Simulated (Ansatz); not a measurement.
Ansatz input

```yaml
crystal:
  lattice:
    - [0.0, 2.4112096569, 2.4112096569]
    - [2.4112096569, 0.0, 2.4112096569]
    - [2.4112096569, 2.4112096569, 0.0]
  atoms:
    - { symbol: Tl, position: [0.0, 0.0, 0.0] }
hamiltonian:
  xc: lda
  pseudopotentials:
    kind: paw
    azcp:
      Tl: "pseudopotentials/Tl.paw.azcp"
basis:
  ecutwfc: 420
  fft_grid_basis: typed
kpoints:
  mp_grid: { grid: [11, 11, 11], shift: [0, 0, 0] }
magnetization:
  spin_polarized: false
scf:
  occupations: { method: fermi_dirac, width: 0.1 }
relax:
  max_steps: 60
  f_tol: 0.01
  cell: {}
```

Output

```
Warning: the record states the generating functional pbe (its physics header spells it `PBE`), which answers neither for hamiltonian.xc's functional nor for the lda family's — results may be inconsistent (PPs are generated against a specific XC)
Engine: ansatz 0.2.0, aarch64-unknown-linux-gnu
Pseudopotentials: kind: paw
Pseudopotential: Tl, paw, valence charge 13, recommended cutoff 420 eV (normal) 
Functional definition: SPW92
  exchange = slater_x
  correlation = pw_c
Crystal: 1 atoms, lattice volume = 28.037 Å³
Basis set: ecut = 420 eV, 537 PW (Γ)
Bands: 11, of which v1, the nominal top of the filled ones, is band 7 counted from 1 (6 counted from 0)
Symmetry: 48 space group operations
Space group: Fm-3m (ITA 225), of the structure as read, at distance tolerance 3.0e-5 Å
k-points: 56 of 1331
Non-local potential: Tl, projectors of the file, l = 0: 2, l = 1: 2, l = 2: 2, l = 3: 1
PAW form: soft (Blöchl's): semilocal exchange-correlation on the pseudo side does not see the compensation charge
PAW frozen core: Tl, regenerated for the run's functional, and the local potential with it (the file was generated under x = pbe(κ = 0.804, μ = 0.2195149727645171), c = pbe(β = 0.06672455060314922))
PAW one-centre angular grid: Tl, 590 points (default); XC on 64 Gauss nodes
Initial density: superposition of atomic densities (neutral atoms: chi_scale 0, normalization atom), corrected by the library's trained network
Initial wavefunctions: pseudopotential atomic-orbital guess
Functional: x = slater, c = lda
SCF iter   1: F=—  HF=-11146.583211 eV  |F-HF|=—  |Δ(HF+E_count)|=         —  Δρ=4.79e-3  dr2=5.22e-3  ethr=1.77e-3  ⟨swp⟩=5.2  Hψ=3882  notcnv=0
SCF iter   2: F=—  HF=-11146.580730 eV  |F-HF|=—  |Δ(HF+E_count)|=   2.48e-3  Δρ=2.05e-3  dr2=1.10e-3  ethr=4.01e-5  ⟨swp⟩=2.0  Hψ=1398  notcnv=0
SCF iter   3: F=—  HF=-11146.580290 eV  |F-HF|=—  |Δ(HF+E_count)|=   4.40e-4  Δρ=2.98e-4  dr2=2.70e-5  ethr=8.46e-6  ⟨swp⟩=2.0  Hψ=942  notcnv=0
SCF iter   4: F=—  HF=-11146.580279 eV  |F-HF|=—  |Δ(HF+E_count)|=   1.09e-5  Δρ=5.53e-5  dr2=4.65e-7  ethr=2.08e-7  ⟨swp⟩=2.0  Hψ=944  notcnv=0
iter 5 did not close the SCF: its close was put off for the readings that it lacked (scf_convergence_deferred on its scf_iter line)
SCF iter   5: F=-11146.580280 eV  HF=-11146.580280 eV  |F-HF|=1.46e-9  |Δ(HF+E_count)|=   4.81e-7  Δρ=1.37e-5  dr2=2.86e-8  ethr=3.57e-9  ⟨swp⟩=2.4  Hψ=791  notcnv=0
SCF iter   6: F=-11146.580280 eV  HF=-11146.580280 eV  |F-HF|=1.76e-10  |Δ(HF+E_count)|=   6.09e-9  Δρ=9.19e-7  dr2=2.22e-10  ethr=2.20e-10  ⟨swp⟩=1.3  Hψ=1849  notcnv=0
SCF 1 converged in 6 iterations: F = -11146.580280 eV  dr2 = 2.22e-10
relax step   1: F+E_penalty+E_count = -11146.58027982 eV  Δ(F+E_penalty+E_count) = +0.000e0 eV  max|allowed force component| = 0.000e0 eV/Å  Δτ_max = 0.0000 Å  P = -1.299 GPa  Ω = 28.037 Å³  (6 SCF iters, dr2 threshold 1.00e-7 eV, accepted)
...
SCF iter   3: F=-11146.584303 eV  HF=-11146.584303 eV  |F-HF|=6.85e-9  |Δ(HF+E_count)|=   4.07e-8  Δρ=1.83e-5  dr2=4.46e-8  ethr=5.35e-10  ⟨swp⟩=3.7  Hψ=1664  notcnv=0
SCF 3 converged in 3 iterations: F = -11146.584303 eV  dr2 = 4.46e-8
relax step   3: F+E_penalty+E_count = -11146.58430263 eV  Δ(F+E_penalty+E_count) = -8.254e-5 eV  max|allowed force component| = 0.000e0 eV/Å  Δτ_max = 0.0000 Å  P = +0.013 GPa  Ω = 27.122 Å³  energy of the carried Pulay correction = +2.143e-4 eV  (3 SCF iters, dr2 threshold 6.95e-8 eV, accepted)
Initial wavefunctions: pseudopotential atomic-orbital guess (no wavefunctions were taken with the density)
iter 1 solved again at ethr=1.86e-7 eV; its pass at ethr=3.10e-3 eV (dr2=2.41e-5 eV) is discarded
SCF iter   1: F=—  HF=-11146.584090 eV  |F-HF|=—  |Δ(HF+E_count)|=         —  Δρ=6.23e-5  dr2=2.45e-7  ethr=1.86e-7  ⟨swp⟩=3.4  Hψ=5676  notcnv=0
SCF iter   2: F=—  HF=-11146.584088 eV  |F-HF|=—  |Δ(HF+E_count)|=   2.34e-6  Δρ=2.83e-5  dr2=4.70e-8  ethr=1.89e-9  ⟨swp⟩=2.2  Hψ=918  notcnv=0
SCF iter   3: F=—  HF=-11146.584088 eV  |F-HF|=—  |Δ(HF+E_count)|=   1.07e-8  Δρ=5.01e-6  dr2=1.87e-9  ethr=3.62e-10  ⟨swp⟩=1.2  Hψ=635  notcnv=0
SCF iter   4: F=—  HF=-11146.584088 eV  |F-HF|=—  |Δ(HF+E_count)|=  4.46e-10  Δρ=6.41e-7  dr2=2.81e-11  ethr=1.44e-11  ⟨swp⟩=2.0  Hψ=938  notcnv=0
SCF iter   5: F=-11146.584088 eV  HF=-11146.584088 eV  |F-HF|=3.64e-12  |Δ(HF+E_count)|=  9.09e-12  Δρ=5.55e-8  dr2=2.11e-13  ethr=1.00e-12  ⟨swp⟩=5.0  Hψ=2021  notcnv=0
SCF 4 converged in 5 iterations: F = -11146.584088 eV  dr2 = 2.11e-13
relax step   4: F+E_penalty+E_count = -11146.58408769 eV  Δ(F+E_penalty+E_count) = +2.149e-4 eV  max|allowed force component| = 0.000e0 eV/Å  Δτ_max = 0.0000 Å  P = +0.011 GPa  Ω = 27.122 Å³  stress off target by 1.13e-2 GPa  SCF on the basis re-selected at this cell (its energy is not comparable with the rows above)  (5 SCF iters)
basis re-selected at this cell: Δ(F+E_penalty+E_count) = +2.149e-4 eV, ΔP = -0.001 GPa vs the last step (what re-selecting the basis moved, of the pressure what is left beyond the Pulay correction that the steps carried, after the strain that the cell walked since its last selection, with what the two solves' SCF thresholds leave and, on support functions, any second-order correction that the steps lacked; it is no measure of the basis error at this ecutwfc). This SCF's stress stands 1.13e-2 GPa from its target on what of the cell is left free (relax.cell.stress_tol is 5.00e-2 GPa) and its largest allowed force component is 0.00e0 eV/Å (relax.f_tol is 1.00e-2 eV/Å): within both
SCF converged after 5 iterations
Free energy (F): -11146.584088 eV
Harris-Foulkes:  -11146.584088 eV  (|F-HF|=3.64e-12)
Internal energy: -11146.562968 eV  (E = F + TS)
E sigma→0 (E₀):  -11146.573528 eV
Entropy (-TS):   -0.021120 eV (-21.120 meV/atom)
Fermi energy:    10.783835 eV
--- Per-component energies (eV) ---
  E_band       = 12.989892
  E_kinetic    = 334.012586
  E_local      = -845.604337  (includes V_loc(G=0)·N_el)
  E_nonlocal   = 321.339310
  E_hartree    = 310.851308
  E_xc         = -229.177240
  E_vxc        = -143.423022  (∫ρ·V_xc dr)
  E_paw        = -9868.148508  (= ΣΔE_a)
  E_vpaw       = -275.037293  (= ΣTr[D̂ρ^β])
  E_aug_tail   = 0.000032  (compensation charges beyond the density's cutoff)
  E_ewald      = -1169.694557
  E_core_change = -0.141561  (= ΣΔE_core)
  E_smearing   = -0.021120  (= −TS)
  E_closure    = 0.000000  (closes the sum)
  Σ components = -11146.584088   (vs F -11146.584088, Δ=0.00e0)
--- Forces (eV/Å), atoms counted from 1 ---
  atom   1  Tl    -0.00000000     0.00000000    -0.00000000
  max |Σ_I F_I| component: 1.25e-30 eV/Å
--- Stress (GPa, compression-positive) ---
        0.011251       0.000000       0.000000
        0.000000       0.011251       0.000000
        0.000000      -0.000000       0.011251
  P = ⅓ Tr σ = 0.0113 GPa (0.113 kbar)
--- Relaxed structure (3 steps of the walk, 3 accepted, 1 SCFs on fresh bases) ---
  F+E_penalty+E_count = -11146.58408769 eV   max|allowed force component| = 0.000e0 eV/Å   (the final SCF, on the basis selected at the relaxed cell)
  cell:  # Å, volume = 27.1223 Å³
    - [-8.407612651740267e-34, 2.3846921350636263, 2.3846921350636263]
    - [2.3846921350636263, 3.133641360357661e-33, 2.3846921350636263]
    - [2.3846921350636263, 2.3846921350636263, 1.5285991699955496e-33]
  atoms:
    - { symbol: Tl, position: [0.0, 0.0, 0.0] }
```

Command:

```sh
ansatz run input.yaml --threads 2 --pin off --max-ram 5120MiB --backend cpu --events-out ev --progress --plain --runs-dir out
```

On 2 threads of Arm Neoverse V1 (shared host) this took about 1.8 s of wall time and 3.3 s of CPU time.
